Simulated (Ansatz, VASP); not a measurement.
## Two plane-wave programs on Cu

INCAR

```
SYSTEM = Cu
PREC     = Accurate       ! precision mode
ENCUT    = 520            ! plane-wave cutoff, eV
EDIFF    = 1E-6           ! SCF threshold, eV
ISMEAR   = 0              ! smearing method
SIGMA    = 0.1            ! smearing width, eV
LREAL    = .False.        ! projectors in reciprocal space
LASPH    = .True.         ! aspherical terms in the spheres
NELM     = 100            ! most SCF steps
ALGO     = Fast           ! electronic algorithm
ISIF     = 2              ! what is computed and relaxed
LWAVE    = .False.        ! write WAVECAR
LCHARG   = .False.        ! write CHGCAR
GGA      = PE             ! functional
NBANDS   = 18             ! bands
```

The input KPOINTS:

```
regular mesh
0
Gamma
  24 24 12
  0 0 0
```

POSCAR

```
Cu
1.0
    2.4139297504      0.0000000000      0.0000000000
   -1.2069648752      2.0905244868      0.0000000000
    0.0000000000      0.0000000000      3.9419164683
Cu
2
Direct
    0.3333333333      0.6666666667      0.2500000000
    0.6666666667      0.3333333333      0.7500000000
```

Input for Ansatz:

```yaml
crystal:
  lattice:
    - [2.4139297504, 0.0, 0.0]
    - [-1.2069648752, 2.0905244868, 0.0]
    - [0.0, 0.0, 3.9419164683]
  atoms:
    - { symbol: Cu, position: [0.3333333333, 0.6666666667, 0.25] }
    - { symbol: Cu, position: [0.6666666667, 0.3333333333, 0.75] }
basis:
  ecutwfc: 420
kpoints:
  mp_grid: { grid: [24, 24, 12] }
hamiltonian:
  xc: pbe
scf:
  occupations: { method: gaussian, width: 0.1 }
output:
  forces: true
  stress: true
  eigenvalues: true
```

Change from the starting cell: equal strain along all axes, cell held, atoms relaxed: -6.0 %.

Alike in both runs: task single point; functional PBE; k mesh 24 × 24 × 12; occupations gaussian, width 0.1 eV; no spin polarisation.

|  | VASP | Ansatz |
| --- | --- | --- |
| version | VASP 6.6.1 | Ansatz 0.2.0 |
| potentials or method | VASP PAW PBE potentials, release 64 (Cu) | scalar-relativistic, plane waves, PAW |
| plane-wave cutoff (eV) | 520 | 420 |
| valence electrons in the cell | 22 | 38 |

```csv
,VASP,Ansatz,Ansatz less VASP
gap on the k mesh at the Fermi level (eV),none,none,-
pressure (GPa),41.7,41.2,-0.58
largest component of the traceless stress (GPa),0.55,0.56,+0.012
```

A gap of «none» marks a metal or a gap that the smearing closes. The functional is the same, so the differences come from potentials, cutoffs and numerics. The two sets of potentials don't hold the same shells in valence.

Caveats: so large a pressure means that the cell lies far from this level's equilibrium, or that cutoff or potentials fall short (VASP).
